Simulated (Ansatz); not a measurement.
Here is an Ansatz 0.2.0 calculation.

input.yaml

```yaml
crystal:
  lattice:
    - [2.1479813603, 1.2329569499, 3.758]
    - [-2.1604186397, 1.2544989499, 3.758]
    - [0.0124372795, -2.4874558998, 3.758]
  atoms:
    - { symbol: Sb, position: [0.76651, 0.76651, 0.76651] }
    - { symbol: Sb, position: [0.23349, 0.23349, 0.23349] }
kpoints:
  mp_grid: { grid: [8, 8, 8] }
scf:
  occupations: { method: fermi_dirac, width: 0.05 }
hamiltonian:
  xc: pbe
  pseudopotentials: { kind: all_electron, lapw: { basis_error: 0.001 } }
output:
  forces: true
  stress: true
relax:
  f_tol: 0.02
  max_steps: 60
```

Potentials or basis: all-electron LAPW, scalar-relativistic.

Run with:

```console
$ ansatz run input.yaml --threads 1 --pin off --max-ram 3072MiB --backend cpu --events-out ev --progress --plain --runs-dir out
```

Task: Predict the energy gained by relaxing.

Result: 1.3 meV/atom.

Stress tensor (GPa, compression positive):
```
 2.42  0.28 -0.23
 0.28  2.42  0.00
-0.23  0.00  1.80
```

Spin-orbit coupling is left out, which matters for the levels of Sb.
